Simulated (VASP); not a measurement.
CdF2, 3 atoms in the cell. The structure is cubic, space group Fm-3m (No. 225). The conventional cell has a = 5.488 Å, b = 5.488 Å, c = 5.488 Å, α = 90.00°, β = 90.00°, γ = 90.00°. Cd (site symmetry m-3m) is surrounded by 8 F at 2.38 Å. F (site symmetry -43m) is surrounded by 4 Cd at 2.38 Å. 

| Quantity | Value |
| --- | --- |
| Program | VASP 6.6.1 |
| Task | dielectric tensor |
| Functional | PBE |
| Potentials or basis | VASP PAW PBE potentials, release 64 (Cd, F) |
| Cutoff | 600 eV |
| k mesh | 14 × 14 × 14 |
| Occupations | gaussian, width 0.03 eV |
| Spin | no spin polarisation |
| Monkhorst-Pack mesh | yes |
| Further INCAR settings | ALGO = Normal; EDIFF = 1e-08 |

Potentials or basis: VASP PAW PBE potentials, release 64 (Cd, F).

Command:

```bash
$ cat potpaw_PBE.64/Cd/POTCAR potpaw_PBE.64/F/POTCAR > POTCAR
$ mpirun -np 2 vasp_std > vasp.out
```

Hardware: 2 MPI ranks on Intel(R) Xeon(R) Platinum 8559C (Emerald Rapids), with other jobs on the host.

Task: Estimate the wall time of this run.

Result: It took 10 min on 2 MPI ranks on Intel(R) Xeon(R) Platinum 8559C (Emerald Rapids), with other jobs on the host, peak memory 1.4 GiB a rank. Counts: scf iterations 100, k points 280.
